Lead telluride is a semiconductor with the rock-salt structure, used in thermoelectric generators and infrared detectors. The table holds its band gap from five density-functional runs on the same crystal, with the same functional and the same mesh of electron wave vectors. The runs differ in the program, in the way the atoms are represented and in the basis, so their disagreement reflects numerical settings and not the material.

Kohn–Sham DFT with PBEsol for rock-salt PbTe, without spin–orbit coupling, in a fixed two-atom cell with edges of 4.569 Å. All runs use a 7×7×7 k mesh, on which the gap is taken, and a smearing width of 0.05 eV, Gaussian in VASP and Fermi–Dirac in the others. The basis column gives the plane-wave cutoff, for FLEUR as Kmax in bohr⁻¹.

| program | potentials | basis | gap (eV) | gap less the median of the rows (eV) |
| --- | --- | --- | --- | --- |
| GPAW | PAW data sets made by gpaw setup for the functional | 600 eV | 0.927 | -0.029 |
| Ansatz | Ansatz PAW | 420 eV | 0.955 | -0.001 |
| FLEUR | all electron | 4.1 Kmax | 0.956 | 0.000 |
| VASP | VASP PAW PBE potentials, recommended | 520 eV | 0.957 | 0.001 |
| Ansatz | PseudoDojo PBEsol stringent | 1388 eV | 0.960 | 0.004 |

The gap is the distance from the highest occupied to the lowest empty level on the mesh. For three of the runs, the positions of two levels at the zone centre are also known, where the electron wave has the same phase in every cell. Both are counted in eV from the valence top, taken here as the highest occupied level on the mesh. The lower is a single level, mainly Pb 6s; the upper is a threefold level, mainly Te 5p.

| Program | s level | p level |
|---|---|---|
| GPAW | −5.458 | −1.260 |
| FLEUR | −5.507 | −1.225 |
| VASP | −5.503 | −1.223 |

**(a) Which run stands apart, and can the number of electrons treated or the plane-wave cutoff account for it?** The runs treat 20 electrons per formula unit in GPAW and VASP, 30 in Ansatz with its own PAW potentials, 42 in FLEUR and 46 in Ansatz with PseudoDojo potentials. For FLEUR this counts only the electrons in band states; the deeper ones are recomputed in the crystal as core levels.

*Solution.* Four of the gaps lie within 5 meV of one another, and FLEUR, which represents the atoms without pseudopotentials, is among them. The GPAW gap is 29 meV below that of FLEUR, or 3 % of it. This is about the thermal energy at room temperature, so it would matter in an estimate of how many carriers heat alone lifts across the gap. The order within the group of four is too fine to interpret, and only the GPAW row calls for an explanation.

The electron count offers a tempting one. A program with pseudopotentials or PAW data sets takes the electrons that it does not treat explicitly as a frozen core, copied from the free atom. The lowest gap belongs to a run with the smallest count and the highest gap to the run with the largest, as if each frozen shell cost a little of the gap.

VASP refutes this reading. It treats the same 20 electrons as GPAW, yet its gap agrees with that of FLEUR to 1 meV. Leaving the deeper shells frozen is therefore compatible with the all-electron gap in this crystal. What can still differ between two sets with equal counts is how well each one represents its atoms.

The cutoff is harder to judge. It sets the shortest wave in the basis, and too low a value leaves the orbitals poorly described near the nuclei. GPAW ran at 600 eV, above the 520 eV of VASP and the 420 eV of Ansatz with its PAW potentials, and both of those runs belong to the group that agrees. A low figure as such is thus not the reason. But each set of atomic data has its own demand on the cutoff, and only a GPAW run at a higher value would show whether 600 eV is enough for this one.

The close agreement of the four is an agreement between programs, not with a measured gap. The true band edges of PbTe lie at the point L on the zone boundary, which an odd mesh through the zone centre steps over, so every value in the table is somewhat too large for its own method. Spin–orbit coupling, left out in all the runs, would lower the gap by far more than the 29 meV discussed here.

**(b) Is the whole band structure of GPAW shifted, or does the difference sit in one place?** The gap at the zone centre itself, from the p level to the first empty level there, is 5.384 eV in GPAW and 5.398 eV in FLEUR.

*Solution.* At the zone centre the two programs differ by 14 meV, half of the difference in the gap on the mesh. The disagreement thus depends on the wave vector, and a constant shift of all empty levels against all filled ones would not produce it. A comparison made at the zone centre alone would have shown the two programs closer than they are at the gap.

To locate the difference in the gap on the mesh, the two band edges need a common reference, because the absolute energy zero differs from program to program. The p level at the zone centre is a natural choice, since the upper valence band is built mainly from Te 5p orbitals. The valence top lies 1.260 eV above this level in GPAW and 1.225 eV above it in FLEUR. On this scale GPAW has its valence top 35 meV higher.

The conduction edge follows by adding the gap. It lies at $1.260+0.927=2.187$ eV in GPAW and at $1.225+0.956=2.181$ eV in FLEUR, a difference of only 6 meV. Seen from the p level, then, the gap of GPAW is smaller because its valence top is higher, while its conduction edge has hardly moved.

VASP serves as a control. Its valence top lies within 2 meV of the FLEUR position on the same scale, just as its gap agrees with that of FLEUR. The raised valence top therefore goes with the low gap and not with the small number of electrons.

**(c) Why should the valence top be sensitive to the atomic data, and how much of its rise can be explained?**

*Solution.* The answer lies in the filled 6s shell of lead, the lone pair of the chemist. Its level lies below the Te 5p levels, and where the two kinds of orbital can mix, they repel each other: the lower level goes down and the upper one goes up. The upper partner is antibonding, and near L it forms the valence top of PbTe.

Whether they mix is a matter of phase. Each lead atom has a tellurium atom on either side along every axis. At the zone centre the p orbitals on the two sides point the same way, so that one turns its positive lobe to the lead atom and the other its negative lobe, and the overlaps with the round s orbital cancel. At L the wave changes sign from one of these tellurium atoms to the other. Both then turn lobes of the same sign to the lead atom, and the overlaps add.

The p level at the zone centre thus shows where Te 5p lies without the push from Pb 6s, and the valence top shows where it lies with the push. The closer the s level is to the p level, the stronger the push. In GPAW the two are $5.458-1.260=4.198$ eV apart at the zone centre, against $5.507-1.225=4.282$ eV in FLEUR. The s level of GPAW is closer by 84 meV, which is the direction that a higher valence top requires. Part of this agreement is built in, because both distances are counted from the p level: if that level alone lay lower in GPAW, the valence top would stand higher above it and the s level closer below it. But the s level of GPAW is also 49 meV closer to the valence top itself, which a shift of the p level alone would not produce.

A model with two levels turns this into an estimate. Let the s level lie a distance $D$ below the p level, let $V$ be the coupling between them, and let $x$ be the rise of the upper level above the unmixed p level. The energies of two coupled levels then obey

$$x\,(x+D)=V^2 .$$

If $D$ changes by a small amount $\Delta D$ while $V$ stays the same, the left side must keep its value, and the rise changes by

$$\Delta x=-\frac{x}{2x+D}\,\Delta D .$$

The values of $x$ and $D$ are those of FLEUR, so that row fixes the model and is no test of it. With $x=1.225$ eV, $D=4.282$ eV and $\Delta D=-0.084$ eV,

$$\Delta x=\frac{1.225}{2.450+4.282}\times 0.084\ \text{eV}\approx 0.015\ \text{eV}.$$

Roughly a fifth of any displacement of the s level is passed on to the valence top.

The estimate has the right sign and gives 15 of the 35 meV, somewhat less than half. For VASP, whose s and p levels are as far apart as those of FLEUR to within 2 meV, the model predicts practically no change, and practically none is found. The position of the s level is thus a credible part of the explanation, but not the whole of it.

The shortfall is no surprise in so simple a model. It credits the entire rise of the valence top to the s level, although p orbitals on neighbouring atoms also couple and spread the band. It reads the s level at the zone centre, where the deeper Te 5s orbitals push that level up, which they do not do at L. It also takes the coupling to be equal in both programs. A data set that places the 6s level differently may well give the orbital a slightly different shape, and with it a different coupling; that would be a plausible source of the remainder, but it is a guess.

The same reasoning shows when such an error would spare the valence top. Strontium telluride also has the rock-salt structure, but the outer s level of strontium is empty and lies above the gap. No filled cation s level lies close enough below the valence band to push it up noticeably near L, and the valence top is found at the zone centre, where s and p do not mix. A small misplacement of the cation s level would leave that valence top where it is, whereas in PbTe it shifts the valence top and with it the gap.

Of the explanations weighed here, the electron count fails against VASP. Two causes remain, the atomic data sets of GPAW and its cutoff. A slightly different description of the lead or tellurium atom would change the distance between the s and p levels, but an insufficient cutoff could do so as well, and the five runs do not separate the two. Two further GPAW runs would: one with the same data sets at a higher cutoff, and one with other data sets for lead and tellurium. If the first brings the s level down and the gap up, the basis was at fault; if only the second does, it was the data set.
